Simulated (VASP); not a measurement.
Set up this calculation in VASP 6.6.1, as the native input.

```yaml
Task: single point
Functional: PBE
Potentials_or_basis: VASP PAW PBE potentials, release 64 (Sn_d)
Cutoff: 520 eV
k_mesh: 15 × 15 × 15
Occupations: gaussian, width 0.1 eV
Spin: no spin polarisation
Dipole_correction: no
Further_INCAR_settings: ALGO = Fast; EDIFF = 1e-06; NBANDS = 13
```

The structure of Sn lies in POSCAR:

```
Sn
1.0
   -2.0489901564      1.8974180109      1.8974180109
    1.8974180109     -2.0489901564      1.8974180109
    1.8974180109      1.8974180109     -2.0489901564
Sn
1
Direct
    0.0000000000      0.0000000000      0.0000000000
```

This isn't the form of Sn at room conditions, which is tetragonal (white tin).

The cell isn't the ideal one: strained and moved within a subgroup.

One way to write it, as run:

INCAR

```
SYSTEM = Sn
PREC = Accurate ; ENCUT = 520
EDIFF = 1E-6 ; ISMEAR = 0
SIGMA = 0.1 ; LREAL = .FALSE.
LASPH = .TRUE. ; NELM = 100
ALGO = Fast ; ISIF = 2
LWAVE = .FALSE. ; LCHARG = .FALSE.
GGA = PE ; NBANDS = 13
```

KPOINTS

```
regular mesh
0
G
  15 15 15
  0 0 0
```

Potentials or basis: VASP PAW PBE potentials, release 64 (Sn_d).

Run with:

```bash
$ cat potpaw_PBE.64/Sn_d/POTCAR > POTCAR
$ mpirun -np 1 vasp_std > vasp.out
```

It gave:

| Quantity | Value |
| --- | --- |
| Pressure | 1.7 GPa |
| Band gap on the k mesh | none (metal or under the smearing width) |

Wall time 99 s on 1 thread of Intel(R) Xeon(R) Platinum 8488C (Sapphire Rapids), on a shared host, peak memory 0.24 GiB.
